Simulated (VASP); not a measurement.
# C62N (a cell with a defect) in VASP: further runs, part 2 of 2

VASP 6.6.1.

### 3 Hyperfine couplings, HSE06, collinear spin, ferromagnetic start

Contents of POSCAR:

```
C62N
1.0
    7.1440000000      0.0000000000      0.0000000000
    0.0000000000      7.1440000000      0.0000000000
    0.0000000000      0.0000000000      7.1440000000
N C
1 62
Direct
    0.1376137000      0.1376137000      0.1376137000
    0.0060430000      0.2497973000      0.2497973000
    0.1252786000      0.3765358000      0.3765360000
    0.2497973000      0.0060430000      0.2497973000
    0.3765360000      0.1252786000      0.3765358000
    0.2497973000      0.2497973000      0.0060430000
    0.3765360000      0.3765358000      0.1252786000
    0.9998848000      0.9998848000      0.4999747000
    0.1242797000      0.1242797000      0.6261384000
    0.9983658000      0.2474720000      0.7519808000
    0.1235710000      0.3727933000      0.8773645000
    0.2474720000      0.9983658000      0.7519808000
    0.3727933000      0.1235710000      0.8773644000
    0.2500132000      0.2500132000      0.5013940000
    0.3746622000      0.3746621000      0.6258354000
    0.9998848000      0.4999747000      0.9998848000
    0.1242797000      0.6261384000      0.1242797000
    0.9983658000      0.7519808000      0.2474720000
    0.1235710000      0.8773644000      0.3727933000
    0.2500132000      0.5013939000      0.2500132000
    0.3746622000      0.6258354000      0.3746622000
    0.2474720000      0.7519808000      0.9983658000
    0.3727933000      0.8773644000      0.1235710000
    0.9999782000      0.4999016000      0.4999016000
    0.1239472000      0.6235861000      0.6235861000
    0.0012651000      0.7503495000      0.7503495000
    0.1328261000      0.8642605000      0.8642605000
    0.2495922000      0.4989236000      0.7509342000
    0.3754975000      0.6240872000      0.8754068000
    0.2495921000      0.7509342000      0.4989236000
    0.3754975000      0.8754068000      0.6240872000
    0.4999748000      0.9998848000      0.9998848000
    0.6261384000      0.1242797000      0.1242797000
    0.5013940000      0.2500132000      0.2500132000
    0.6258354000      0.3746621000      0.3746622000
    0.7519808000      0.9983658000      0.2474720000
    0.8773644000      0.1235710000      0.3727933000
    0.7519808000      0.2474720000      0.9983658000
    0.8773644000      0.3727933000      0.1235710000
    0.4999016000      0.9999782000      0.4999016000
    0.6235861000      0.1239472000      0.6235862000
    0.4989236000      0.2495922000      0.7509342000
    0.6240873000      0.3754975000      0.8754068000
    0.7503495000      0.0012651000      0.7503495000
    0.8642605000      0.1328263000      0.8642605000
    0.7509342000      0.2495922000      0.4989236000
    0.8754068000      0.3754975000      0.6240873000
    0.4999016000      0.4999016000      0.9999782000
    0.6235861000      0.6235861000      0.1239472000
    0.4989234000      0.7509342000      0.2495921000
    0.6240872000      0.8754068000      0.3754975000
    0.7509342000      0.4989236000      0.2495922000
    0.8754066000      0.6240872000      0.3754975000
    0.7503495000      0.7503495000      0.0012651000
    0.8642605000      0.8642605000      0.1328261000
    0.5000739000      0.5000739000      0.5000739000
    0.6250497000      0.6250497000      0.6250497000
    0.5000887000      0.7501054000      0.7501054000
    0.6254012000      0.8751811000      0.8751810000
    0.7501054000      0.5000887000      0.7501054000
    0.8751810000      0.6254013000      0.8751810000
    0.7501054000      0.7501054000      0.5000887000
    0.8751810000      0.8751810000      0.6254012000
```

Contents of INCAR.step1:

```
SYSTEM = C62N
ALGO = Normal ; EDIFF = 1E-5
ENCUT = 420 ; GGA = PE
ISIF = 2 ; ISMEAR = 0
ISPIN = 2 ; ISYM = 0
LASPH = .True. ; LCHARG = .False.
LDMATRIX = .True. ; LEFG = .True.
LORBIT = 11 ; LREAL = .False.
LUSENCCL = .False. ; LWAVE = .True.
MAGMOM = 0 0 0 0 0 0 0 0 0 0 0 0 0 0 0 0 0 0 0 0 0 0 0 0 0 0 0.66 0 0 0 0 0 0 0 0 0 0 0 0 0 0 0 0 0 0.66 0 0 0 0 0 0 0 0 0 0.66 0 0 0 0 0 0 0 0 ; NELECT = 254
NELM = 80 ; NGYROMAG = 3.0777 10.7084
NUPDOWN = 2 ; PREC = Accurate
QUAD_EFG = 20.44 0 ; SIGMA = 0.01
```

Contents of INCAR.step2:

```
SYSTEM = C62N
ALGO = Normal ; EDIFF = 1E-6
ENCUT = 420 ; GGA = PE
HFSCREEN = 0.2 ; ISIF = 2
ISMEAR = 0 ; ISPIN = 2
ISTART = 1 ; ISYM = 0
LASPH = .True. ; LCHARG = .False.
LDMATRIX = .True. ; LEFG = .True.
LHFCALC = .True. ; LHYPERFINE = .True.
LORBIT = 11 ; LREAL = .False.
LUSENCCL = .False. ; LWAVE = .False.
MAGMOM = 0 0 0 0 0 0 0 0 0 0 0 0 0 0 0 0 0 0 0 0 0 0 0 0 0 0 0.66 0 0 0 0 0 0 0 0 0 0 0 0 0 0 0 0 0 0.66 0 0 0 0 0 0 0 0 0 0.66 0 0 0 0 0 0 0 0 ; NELECT = 254
NELM = 80 ; NGYROMAG = 3.0777 10.7084
NUPDOWN = 2 ; PREC = Accurate
PRECFOCK = Fast ; QUAD_EFG = 20.44 0
SIGMA = 0.01
```

Contents of KPOINTS:

```
k-points
0
Gamma
  1 1 1
  0 0 0
```

Potentials or basis: VASP PAW PBE potentials, release 64 (N, C).

Run with:

```sh
> cat potpaw_PBE.64/N/POTCAR potpaw_PBE.64/C/POTCAR > POTCAR
> cp INCAR.step1 INCAR
> mpirun -np 1 vasp_std > vasp.out
> cp INCAR.step2 INCAR
> mpirun -np 1 vasp_std > vasp.out
```

OUTCAR:

```text
SYSTEM = C62N
   EDIFF = 1E-6
   ENCUT = 420
   GGA = PE
   HFSCREEN = 0.2
   ISIF = 2
   ISMEAR = 0
   ISPIN = 2
   ISTART = 1
   ISYM = 0
   LASPH = .True.
   LHFCALC = .True.
   LORBIT = 11
   LREAL = .False.
   NELECT = 254
   NELM = 80
   NUPDOWN = 2
   PREC = Accurate
   PRECFOCK = Fast

 ion  position               nearest neighbor table
   1  0.138  0.138  0.138-   2 1.47   4 1.47   6 1.47
   2  0.006  0.250  0.250-   1 1.47   3 1.54  37 1.56  39 1.56
   3  0.125  0.377  0.377-  24 1.53   2 1.54  14 1.55  20 1.55
   4  0.250  0.006  0.250-   1 1.47   5 1.54  19 1.56  23 1.56
   5  0.377  0.125  0.377-  40 1.53   4 1.54  34 1.55  14 1.55
   6  0.250  0.250  0.006-   1 1.47   7 1.54  11 1.56  13 1.56
   7  0.377  0.377  0.125-  48 1.53   6 1.54  34 1.55  20 1.55
[... 42 lines left out ...]
  50  0.499  0.751  0.250-  21 1.54  51 1.55  49 1.56  23 1.56
  51  0.624  0.875  0.375-  40 1.54  50 1.55  62 1.55  36 1.56
  52  0.751  0.499  0.250-  35 1.54  53 1.55  49 1.56  39 1.56
  53  0.875  0.624  0.375-  24 1.54  52 1.55  62 1.55  18 1.56
  54  0.750  0.750  0.001-  55 1.49  61 1.55  59 1.55  49 1.55
  55  0.864  0.864  0.133-  54 1.49  36 1.49  18 1.49
  56  0.500  0.500  0.500-  57 1.55  21 1.55  35 1.55  15 1.55
  57  0.625  0.625  0.625-  56 1.55  58 1.55  60 1.55  62 1.55
  58  0.500  0.750  0.750-  57 1.55  59 1.55  29 1.55  31 1.55
  59  0.625  0.875  0.875-  32 1.55  58 1.55  44 1.55  54 1.55
  60  0.750  0.500  0.750-  57 1.55  61 1.55  43 1.55  47 1.55
  61  0.875  0.625  0.875-  16 1.55  60 1.55  54 1.55  26 1.55
  62  0.750  0.750  0.500-  57 1.55  63 1.55  53 1.55  51 1.55
  63  0.875  0.875  0.625-   8 1.55  62 1.55  44 1.55  26 1.55
[... 859 lines left out ...]
 -------------------------------------------------------------
   1       0.061     0.059    -3.242    -0.291    -3.239
   2      -0.018    -0.018    -0.796    -0.006    -0.795
   3       0.210     0.210     0.440    -0.416     0.439
   4      -0.018    -0.018    -0.796    -0.006    -0.795
   5       0.210     0.210     0.440    -0.416     0.440
   6      -0.018    -0.018    -0.796    -0.006    -0.795
[... 55 lines left out ...]
  62      -0.165    -0.168    -3.118     0.175    -3.115
  63       0.647     0.652     4.941    -1.078     4.937
 -------------------------------------------------------------

 Dipolar hyperfine coupling parameters (MHz)
 ---------------------------------------------------------------------
  ion      A_xx      A_yy      A_zz      A_xy      A_xz      A_yz
 ---------------------------------------------------------------------
   1       0.000     0.000    -0.000    -0.011    -0.011    -0.011
   2      -0.613     0.307     0.307     0.069     0.069     0.640
   3      -0.022     0.011     0.011    -0.342    -0.342     0.285
   4       0.307    -0.613     0.307     0.069     0.640     0.069
   5       0.011    -0.022     0.011    -0.342     0.285    -0.342
   6       0.307     0.307    -0.613     0.640     0.069     0.069
[... 55 lines left out ...]
  62      -0.229    -0.229     0.457     0.086    -0.068    -0.068
  63      -0.243    -0.243     0.486    -1.073     0.651     0.651
 ---------------------------------------------------------------------

 Total hyperfine coupling parameters after diagonalization (MHz)
 (convention: |A_zz| > |A_xx| > |A_yy|)
 ----------------------------------------------------------------------
  ion      A_xx      A_yy      A_zz     asymmetry (A_yy - A_xx)/ A_zz
 ----------------------------------------------------------------------
   1      -3.228    -3.228    -3.262      -0.000
   2      -1.128     0.157    -1.415      -0.908
   3       0.165     0.068     1.086      -0.090
   4      -1.128     0.157    -1.415      -0.908
   5       0.165     0.068     1.086      -0.090
   6      -1.128     0.157    -1.415      -0.908
[... 55 lines left out ...]
  62      -3.273    -2.643    -3.430      -0.184
  63       5.767     3.234     5.810      -0.436
 ---------------------------------------------------------------------

 Spin-spin contribution to zero-field splitting tensor (MHz)
 ---------------------------------------------------------------
      D_xx      D_yy      D_zz      D_xy      D_xz      D_yz
 ---------------------------------------------------------------
      0.001    -0.004     0.003  1115.014  1115.009  1115.013
 ---------------------------------------------------------------

 after diagonalization
 ---------------------------------------------
     D_diag          eigenvector (x,y,z)
 ---------------------------------------------
  -1115.007      -0.660    -0.086     0.746
  -1115.017       0.481    -0.812     0.331
   2230.024       0.577     0.577     0.577
---------------------------------------------

 total charge

# of ion       s       p       d       tot
------------------------------------------
    1        1.215   2.687   0.000   3.902
    2        0.826   1.716   0.000   2.542
    3        0.836   1.764   0.000   2.600
    4        0.826   1.716   0.000   2.542
    5        0.836   1.764   0.000   2.600
    6        0.826   1.716   0.000   2.542
[... 55 lines left out ...]
   62        0.831   1.751   0.000   2.582
   63        0.831   1.750   0.000   2.580
--------------------------------------------------
tot         52.805 111.246   0.000 164.050

 magnetization (x)

# of ion       s       p       d       tot
------------------------------------------
    1       -0.002   0.005   0.000   0.003
    2       -0.000  -0.000   0.000  -0.000
    3        0.000   0.003   0.000   0.004
    4       -0.000  -0.000   0.000  -0.000
    5        0.000   0.003   0.000   0.004
    6       -0.000  -0.000   0.000  -0.000
[... 55 lines left out ...]
   62       -0.001  -0.002   0.000  -0.003
   63        0.001   0.010   0.000   0.011
--------------------------------------------------
tot          0.138   1.163   0.000   1.301
```

Wall time 16 min (1 × NVIDIA H100 80GB with 1 thread of AMD EPYC 7R13 (Zen 3), shared host); peak memory 1.4 GiB.

What came out:

```
Free energy                                           : -643.8719 eV
Largest force                                         : 0.220 eV/Å
Net moment                                            : 2.00 μB per cell
Site moments                                          : N +0.00; C -0.00, +0.00, +0.01, -0.01, +0.02, -0.02, +0.35, +0.03 μB
Valence electrons inside the program's atomic spheres : N 3.90; C 2.54, 2.60, 2.59, 2.58, 2.61, 2.57
```

Forces on the atoms (eV/Å):
```
N    0.127  0.127  0.127
C    0.046 -0.010 -0.010
C    0.003 -0.017 -0.017
C   -0.010  0.046 -0.010
C   -0.017  0.003 -0.017
C   -0.010 -0.010  0.046
C   -0.017 -0.017  0.003
C    0.002  0.002 -0.011
C   -0.009 -0.009  0.029
C    0.026  0.090 -0.109
C    0.011 -0.004  0.008
C    0.090  0.026 -0.109
C   -0.004  0.011  0.008
C    0.003  0.003 -0.016
C    0.002  0.003  0.009
C    0.002 -0.011  0.002
C   -0.009  0.029 -0.009
C    0.026 -0.109  0.090
C    0.011  0.008 -0.004
C    0.003 -0.016  0.003
C    0.002  0.009  0.002
C    0.090 -0.109  0.026
C   -0.004  0.008  0.011
C   -0.016 -0.009 -0.009
C   -0.011  0.033  0.033
C   -0.029 -0.113 -0.113
C   -0.048  0.021  0.021
C   -0.003 -0.004 -0.013
C   -0.016  0.032  0.025
C   -0.003 -0.013 -0.004
C   -0.016  0.025  0.032
C   -0.011  0.002  0.002
C    0.029 -0.009 -0.009
C   -0.016  0.003  0.003
C    0.009  0.003  0.002
C   -0.109  0.026  0.090
C    0.008  0.011 -0.004
C   -0.109  0.090  0.026
C    0.008 -0.004  0.011
C   -0.009 -0.016 -0.009
C    0.033 -0.011  0.033
C   -0.004 -0.003 -0.013
C    0.032 -0.016  0.025
C   -0.113 -0.029 -0.113
C    0.021 -0.048  0.021
C   -0.013 -0.003 -0.004
C    0.025 -0.016  0.032
C   -0.009 -0.009 -0.016
C    0.033  0.033 -0.011
C   -0.003 -0.013 -0.003
C    0.032  0.025 -0.016
C   -0.013 -0.004 -0.003
C    0.025  0.032 -0.016
C   -0.113 -0.113 -0.029
C    0.021  0.021 -0.048
C   -0.005 -0.005 -0.005
C    0.010  0.010  0.010
C   -0.003 -0.013 -0.013
C    0.033  0.005  0.005
C   -0.013 -0.002 -0.013
C    0.005  0.033  0.005
C   -0.013 -0.013 -0.003
C    0.005  0.005  0.033
```

Electric field gradients, principal values (V/Å²):
```
atom     Vxx     Vyy       Vzz
 1 N  75.275  75.275  -150.550
 2 C  -8.653  -9.107    17.760
 3 C   0.470   3.110    -3.580
 4 C  -8.653  -9.107    17.760
 5 C   0.470   3.110    -3.580
 6 C  -8.653  -9.107    17.760
 7 C   0.470   3.110    -3.580
 8 C   0.051   0.611    -0.662
 9 C  -1.135  -1.722     2.857
10 C   2.763   7.543   -10.306
11 C  -0.029  -3.403     3.432
12 C   2.763   7.543   -10.306
13 C  -0.029  -3.403     3.432
14 C   0.024   0.998    -1.022
15 C  -0.764  -0.951     1.715
16 C   0.051   0.611    -0.662
17 C  -1.135  -1.722     2.857
18 C   2.763   7.543   -10.306
19 C  -0.029  -3.403     3.432
20 C   0.024   0.998    -1.022
21 C  -0.764  -0.951     1.715
22 C   2.763   7.543   -10.306
23 C  -0.029  -3.403     3.432
24 C   0.324   1.467    -1.791
25 C  -0.100  -3.896     3.996
26 C   3.600   7.336   -10.936
27 C   8.265  10.342   -18.608
28 C  -0.444  -1.230     1.675
29 C   1.373   1.500    -2.873
30 C  -0.444  -1.230     1.675
31 C   1.373   1.500    -2.873
32 C   0.051   0.611    -0.662
33 C  -1.135  -1.722     2.857
34 C   0.024   0.998    -1.022
35 C  -0.764  -0.951     1.715
36 C   2.763   7.543   -10.306
37 C  -0.029  -3.403     3.432
38 C   2.763   7.543   -10.306
39 C  -0.029  -3.403     3.432
40 C   0.324   1.467    -1.791
41 C  -0.100  -3.896     3.996
42 C  -0.445  -1.230     1.675
43 C   1.373   1.500    -2.873
44 C   3.600   7.336   -10.936
45 C   8.265  10.342   -18.608
46 C  -0.444  -1.230     1.675
47 C   1.373   1.500    -2.873
48 C   0.324   1.467    -1.791
49 C  -0.100  -3.896     3.996
50 C  -0.444  -1.230     1.675
51 C   1.373   1.500    -2.873
52 C  -0.444  -1.230     1.675
53 C   1.373   1.500    -2.873
54 C   3.600   7.336   -10.936
55 C   8.265  10.342   -18.607
56 C   0.583   0.583    -1.165
57 C  -0.489  -0.489     0.979
58 C   0.660   0.705    -1.365
59 C  -0.795  -1.396     2.191
60 C   0.660   0.705    -1.365
61 C  -0.795  -1.396     2.191
62 C   0.660   0.705    -1.365
63 C  -0.795  -1.396     2.191
```

Hyperfine coupling, principal values (MHz):
```tsv
atom	values
1 N	-3.2, -3.2, -3.3
2 C	-1.1, 0.2, -1.4
3 C	0.2, 0.1, 1.1
4 C	-1.1, 0.2, -1.4
5 C	0.2, 0.1, 1.1
6 C	-1.1, 0.2, -1.4
7 C	0.2, 0.1, 1.1
8 C	-2.9, -1.3, -3.0
9 C	1.5, 0.5, 2.3
10 C	-11.8, -8.3, -12.0
11 C	2.7, 2.4, 4.4
12 C	-11.8, -8.3, -12.0
13 C	2.7, 2.4, 4.4
14 C	-1.0, -0.8, -1.1
15 C	1.1, 0.9, 1.3
16 C	-2.9, -1.3, -3.0
17 C	1.5, 0.5, 2.3
18 C	-11.8, -8.3, -12.0
19 C	2.7, 2.4, 4.4
20 C	-1.0, -0.8, -1.1
21 C	1.1, 0.9, 1.3
22 C	-11.8, -8.3, -12.0
23 C	2.7, 2.4, 4.4
24 C	-1.6, 0.4, -3.3
25 C	15.9, 15.7, 21.3
26 C	-13.0, -11.0, -13.1
27 C	120.0, 119.2, 204.7
28 C	-1.8, -1.2, -2.1
29 C	15.4, 14.9, 21.5
30 C	-1.8, -1.2, -2.0
31 C	15.4, 14.9, 21.5
32 C	-2.9, -1.3, -3.0
33 C	1.5, 0.5, 2.3
34 C	-1.0, -0.8, -1.1
35 C	1.1, 0.9, 1.3
36 C	-11.8, -8.3, -12.0
37 C	2.7, 2.4, 4.4
38 C	-11.8, -8.3, -12.0
39 C	2.7, 2.4, 4.4
40 C	-1.6, 0.4, -3.3
41 C	15.9, 15.7, 21.3
42 C	-1.8, -1.2, -2.1
43 C	15.4, 14.9, 21.5
44 C	-13.0, -11.0, -13.1
45 C	120.0, 119.2, 204.7
46 C	-1.8, -1.2, -2.0
47 C	15.4, 14.9, 21.5
48 C	-1.6, 0.4, -3.3
49 C	15.9, 15.7, 21.3
50 C	-1.8, -1.2, -2.0
51 C	15.4, 14.9, 21.5
52 C	-1.8, -1.2, -2.0
53 C	15.4, 14.9, 21.5
54 C	-13.0, -11.0, -13.1
55 C	120.0, 119.2, 204.7
56 C	-0.1, -0.1, -0.3
57 C	-1.4, -1.4, -1.6
58 C	-3.3, -2.6, -3.4
59 C	5.8, 3.2, 5.8
60 C	-3.3, -2.6, -3.4
61 C	5.8, 3.2, 5.8
62 C	-3.3, -2.6, -3.4
63 C	5.8, 3.2, 5.8
```

Caveat: the cell carries a net charge on a neutralising background, which shifts energy and pressure; the PAW data sets were made with another functional, which shifts forces and pressure a little; the total moment is fixed, so each spin has its own Fermi level.
